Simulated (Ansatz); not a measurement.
# BaZrO3: a sublattice displacement scan

Aim: for BaZrO3, measure how stiffly every Ba atom is held.

The COD entry's cell or inner coordinates are ideal or old and differ from later refinements, so a difference from it is no clean test against experiment.

Computed with Ansatz 0.2.0 (DFT PBE, scalar-relativistic, plane waves, PAW, unless a step's input says otherwise).

**1. The system as given**

It takes space group Pm-3m (No. 221, cubic). Conventional cell: a = 4.181 Å, b = 4.181 Å, c = 4.181 Å, α = 90.00°, β = 90.00°, γ = 90.00°. Around Ba (site symmetry m-3m) lie 12 O at 2.96 Å. Around Zr (site symmetry m-3m) lie 6 O at 2.09 Å. O (site symmetry 4/mmm) is surrounded by 2 Zr at 2.09 Å and 4 Ba at 2.96 Å.

As a file:

```xyz
5
Lattice="4.1815 0.0000 0.0000 0.0000 4.1815 0.0000 0.0000 0.0000 4.1815" Properties=species:S:1:pos:R:3 pbc="T T T"
Ba    2.0907    2.0907    2.0907
Zr    0.0000    0.0000    0.0000
O     2.0907    0.0000    0.0000
O     0.0000    2.0907    0.0000
O     0.0000    0.0000    2.0907
```

The cell is taken as given, not relaxed at this level.

**2. Zero of energy**

The reference gives a free energy of -11844.6560 eV, pressure 5.25 GPa, largest force 0.000 eV/Å and gap on the mesh 3.26 eV. It was computed beforehand with the settings of the runs below.

**3. The scan: a sublattice displacement scan**

Every Ba atom is moved by x along the Cartesian unit vector (0.707, -0.707, 0.000); the cell and all other atoms stay fixed. Forces below are components along that vector, summed over the moved atoms.

**4. x = -0.200 Å**

input.yaml

```yaml
crystal:
  lattice:
    - [4.1815, 0.0, 0.0]
    - [0.0, 4.1815, 0.0]
    - [0.0, 0.0, 4.1815]
  atoms:
    - { symbol: Ba, position: [0.4661792763, 0.5338207237, 0.5] }
    - { symbol: Zr, position: [0.0, 0.0, 0.0] }
    - { symbol: O, position: [0.5, 0.0, 0.0] }
    - { symbol: O, position: [0.0, 0.5, 0.0] }
    - { symbol: O, position: [0.0, 0.0, 0.5] }
basis:
  ecutwfc: 420
kpoints:
  mp_grid: { grid: [6, 6, 6] }
hamiltonian:
  xc: pbe
scf:
  occupations: { method: gaussian, width: 0.05 }
output:
  forces: true
  stress: true
  eigenvalues: true
```

Run with:

```
> ansatz run input.yaml --threads 1 --pin off --max-ram 2560MiB --backend cpu --events-out ev --progress --plain --runs-dir out
```

**5. Point x = 0.150 Å**

Edit input.yaml of step 4 so:

```diff
@@ -6,3 +6,3 @@
   atoms:
-    - { symbol: Ba, position: [0.4661792763, 0.5338207237, 0.5] }
+    - { symbol: Ba, position: [0.5253655428, 0.4746344572, 0.5] }
     - { symbol: Zr, position: [0.0, 0.0, 0.0] }
```

**6. x = -0.100 Å**

Edit input.yaml of step 5 so:

```diff
@@ -6,3 +6,3 @@
   atoms:
-    - { symbol: Ba, position: [0.5253655428, 0.4746344572, 0.5] }
+    - { symbol: Ba, position: [0.4830896381, 0.5169103619, 0.5] }
     - { symbol: Zr, position: [0.0, 0.0, 0.0] }
```

**7. At x = 0.050 Å**

Edit input.yaml of step 6 so:

```diff
@@ -6,3 +6,3 @@
   atoms:
-    - { symbol: Ba, position: [0.4830896381, 0.5169103619, 0.5] }
+    - { symbol: Ba, position: [0.5084551809, 0.4915448191, 0.5] }
     - { symbol: Zr, position: [0.0, 0.0, 0.0] }
```

**8. x = 0.175 Å**

Edit input.yaml of step 7 so:

```diff
@@ -6,3 +6,3 @@
   atoms:
-    - { symbol: Ba, position: [0.5084551809, 0.4915448191, 0.5] }
+    - { symbol: Ba, position: [0.5295931333, 0.4704068667, 0.5] }
     - { symbol: Zr, position: [0.0, 0.0, 0.0] }
```

**9. Point x = 0.125 Å**

Edit input.yaml of step 8 so:

```diff
@@ -6,3 +6,3 @@
   atoms:
-    - { symbol: Ba, position: [0.5295931333, 0.4704068667, 0.5] }
+    - { symbol: Ba, position: [0.5211379523, 0.4788620477, 0.5] }
     - { symbol: Zr, position: [0.0, 0.0, 0.0] }
@@ -23 +23,5 @@
   eigenvalues: true
+  write_density: true
+  write_potential: true
+  elf: true
+  volumetric_format: npy
```

**10. At x = 0.075 Å**

Edit input.yaml of step 9 so:

```diff
@@ -6,3 +6,3 @@
   atoms:
-    - { symbol: Ba, position: [0.5211379523, 0.4788620477, 0.5] }
+    - { symbol: Ba, position: [0.5126827714, 0.4873172286, 0.5] }
     - { symbol: Zr, position: [0.0, 0.0, 0.0] }
@@ -23,5 +23 @@
   eigenvalues: true
-  write_density: true
-  write_potential: true
-  elf: true
-  volumetric_format: npy
```

**11. At x = 0.025 Å**

Edit input.yaml of step 10 so:

```diff
@@ -6,3 +6,3 @@
   atoms:
-    - { symbol: Ba, position: [0.5126827714, 0.4873172286, 0.5] }
+    - { symbol: Ba, position: [0.5042275905, 0.4957724095, 0.5] }
     - { symbol: Zr, position: [0.0, 0.0, 0.0] }
```

(Steps that only read results are left out.)

Q: Predict the outcome of this session.

The runs gave:

```
                                                        quantity       value
force constant along x, from the points at -0.100, 0 and 0.025 Å  3.65 eV/Å²
```

In words: The restoring force grows by 3.65 eV/Å per Å near the site; for the mass of Ba against a rigid frame that is a vibration of about 85 cm⁻¹. The undisturbed cell stays the lowest of the sampled points. The gap on the mesh stays between 3.22 and 3.26 eV.
